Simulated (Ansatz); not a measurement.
What a trial cell of Li relaxes into

Level of theory: DFT PBE, scalar-relativistic, plane waves, PAW in Ansatz. Cutoff 420 eV, Γ-centred k mesh, Gaussian smearing, no spin polarisation in the final step.

A relaxed cell is given with its space group left out.

```
Li
1.0
     0.00000    2.52564    5.27426
     1.52656    0.00000    5.27426
     1.52656    2.52564    0.00000
Li
2
Cartesian
  1.5266 2.5256 9.1742
  1.5266 2.5256 1.3743
```

Energies count from the standard state of Li at the same level.

Q: What space group does it have?

A: Fmmm (No. 69). Conventional cell: a = 3.053 Å, b = 5.051 Å, c = 10.549 Å. Li is coordinated by 1 Li at 2.75 Å and 8 Li at 2.95–3.05 Å.

Q: How far above the standard state of Li does it lie?

A: 0.04 eV/atom.

Q: Is it a metal?

A: Yes, bands cross the Fermi level on the 16×16×16 mesh.

The final run used a 16×16×16 mesh on its 2-atom cell and 0.10 eV smearing. The k mesh leaves about 4 meV/atom of noise in metals. The cell came from a trial start, so Li may not exist in this structure.